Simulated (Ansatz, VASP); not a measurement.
**GaP in VASP and in Ansatz**

Contents of INCAR:

```
SYSTEM = GaP
ALGO     = Normal         ! electronic algorithm
EDIFF    = 1E-7           ! SCF threshold, eV
ENCUT    = 520            ! plane-wave cutoff, eV
GGA      = PE             ! functional
ISIF     = 2              ! what is computed and relaxed
ISMEAR   = -1             ! smearing method
LASPH    = .True.         ! aspherical terms in the spheres
LCHARG   = .False.        ! write CHGCAR
LREAL    = .False.        ! projectors in reciprocal space
LWAVE    = .False.        ! write WAVECAR
NBANDS   = 26             ! bands
NELM     = 100            ! most SCF steps
PREC     = Accurate       ! precision mode
SIGMA    = 0.05           ! smearing width, eV
```

File KPOINTS:

```
k-points
0
Gamma
  8 8 8
  0 0 0
```

The input POSCAR:

```
GaP
1.0
    1.9430151755      1.1218003346      6.4308101003
   -1.9430151755      1.1218003346      6.4308101003
    0.0000000000     -2.2436006692      6.4308101003
Ga P
2 2
Direct
    0.5646280000      0.5646280000      0.5646280000
    0.4353720000      0.4353720000      0.4353720000
    0.9426110000      0.9426110000      0.9426110000
    0.0573890000      0.0573890000      0.0573890000
```

input.yaml

```yaml
crystal:
  lattice:
    - [1.9430151755, 1.1218003346, 6.4308101003]
    - [-1.9430151755, 1.1218003346, 6.4308101003]
    - [0.0, -2.2436006692, 6.4308101003]
  atoms:
    - { symbol: Ga, position: [0.564628, 0.564628, 0.564628] }
    - { symbol: Ga, position: [0.435372, 0.435372, 0.435372] }
    - { symbol: P, position: [0.942611, 0.942611, 0.942611] }
    - { symbol: P, position: [0.057389, 0.057389, 0.057389] }
hamiltonian:
  xc: pbe
  pseudopotentials: { kind: paw }
kpoints:
  mp_grid: { grid: [8, 8, 8] }
scf:
  occupations: { method: fermi_dirac, width: 0.05 }
output:
  forces: true
  stress: true
  eigenvalues: true
```

Measurements of this composition are mostly on another form, of space group No. 216.

Alike in both runs: task single point; functional PBE; k mesh 8 × 8 × 8; occupations fermi-dirac, width 0.05 eV; no spin polarisation.

|  | VASP | Ansatz |
| --- | --- | --- |
| version | VASP 6.6.1 | Ansatz 0.2.0 |
| potentials or method | VASP PAW PBE potentials, release 64 (Ga_d, P) | Ansatz PAW |
| plane-wave cutoff (eV) | 520 | 420 |
| valence electrons in the cell | 36 | 36 |

|  | VASP | Ansatz | Ansatz less VASP |
| --- | --- | --- | --- |
| gap on the k mesh at the Fermi level (eV) | 0.84 | 0.83 | -0.008 |
| least direct gap on the mesh (eV) | 1.13 | 1.13 | +0.007 |
| pressure (GPa) | 0.0 | 0.0 | +0.02 |
| largest component of the traceless stress (GPa) | 0.07 | 0.14 | +0.067 |
| rms of the force components (eV/Å) | 0.023 | 0.031 | +0.0081 |

Atom by atom the forces differ by 0.016 eV/Å (rms over components).

A k mesh can miss the band edges. PBE gaps usually lie below the measured ones, often by a third to a half.
